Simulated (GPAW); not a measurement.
InPd:

```
CELL_PARAMETERS angstrom
3.27188 0.00000 0.00000
0.00000 3.27188 0.00000
0.00000 0.00000 3.27188
ATOMIC_POSITIONS crystal
In 0.00000 0.00000 0.00000
Pd 0.50000 0.50000 0.50000
```

The cell comes from a database or a generator and needn't be the stable form of this composition.

```yaml
Program: GPAW 26.7.0
Task: relaxation of cell and atoms
Functional: PBEsol
Potentials_or_basis: PAW data sets generated in the run's folder for this functional
Cutoff: 600 eV
Basis: pw
k_mesh: 8 × 8 × 8
Occupations: fermi-dirac, width 0.05 eV
Spin: no spin polarisation
```

At the start: pressure -3.1 GPa; volume 17.51 Å³/atom.

Task: How do energy, volume and symmetry change on relaxing?

Result: Over 3 steps the energy falls by 4.1 meV/atom and the volume is 17.08 Å³/atom (-2.5 %); space group Pm-3m (No. 221, to 0.05 Å).

The path:
| step | energy change (eV) | largest force (eV/Å) | pressure (GPa) | volume (Å³) |
| --- | --- | --- | --- | --- |
| 1 | 0.0000 | 0.0000 | -3.14 | 35.03 |
| 2 | -0.0042 | 0.0000 | -2.23 | 34.77 |
| 3 | -0.0082 | 0.0000 | 0.11 | 34.16 |

Final structure:
```xyz
2
Lattice="3.2448 0.0000 0.0000 0.0000 3.2448 0.0000 0.0000 0.0000 3.2448" Properties=species:S:1:pos:R:3 pbc="T T T"
In    0.0000    0.0000    0.0000
Pd    1.6224    1.6224    1.6224
```

Caveat: later steps reuse the first step's grids.
